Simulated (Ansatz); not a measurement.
The cell was built from the sc type and relaxed in the same program, and has space group Pm-3m; it needn't be a known or the stable phase.

A run on Hg: DFT, PBE, all-electron LAPW, scalar-relativistic (Ansatz 0.2.0). The input:

```yaml
crystal:
  lattice:
    - [3.0936052857, 0.0, 0.0]
    - [0.0, 3.0936052857, 0.0]
    - [0.0, 0.0, 3.0936052857]
  atoms:
    - { symbol: Hg, position: [0.0, 0.0, 0.0] }
kpoints:
  mp_grid: { grid: [12, 12, 12] }
scf:
  occupations: { method: fermi_dirac, width: 0.05 }
hamiltonian:
  xc: pbe
  pseudopotentials:
    kind: all_electron
    lapw: { basis_error: 0.00025, muffin_tin_radii: { Hg: 1.75 } }
output:
  forces: true
  stress: true
  eigenvalues: true
```

Task: Is the run sound, and if not, why?

Result: No. The program refused the input. The typed spheres overlap: twice 1.750 Å exceeds the shortest distance, 3.094 Å; smaller radii, or none typed, cure it. It says:
```
Error: `kind: all_electron` solves this crystal on LAPW (the input types lapw, or this build lists no dataset of some species for it), and no LAPW basis is found for it: the given muffin-tin radii of Hg and Hg, or the smallest supported ones, add up to 3.500 Å, and 3.094 Å are free between these atoms; give smaller radii, or leave one out; where each species has a listed dataset, leave lapw and dirac_shells out and run without spin–orbit coupling, or set another kind (and leave the keys of all_electron out)
```
 The same cell converged in the base run, which differs by not having this change: all sphere radii typed as 1.75 A.
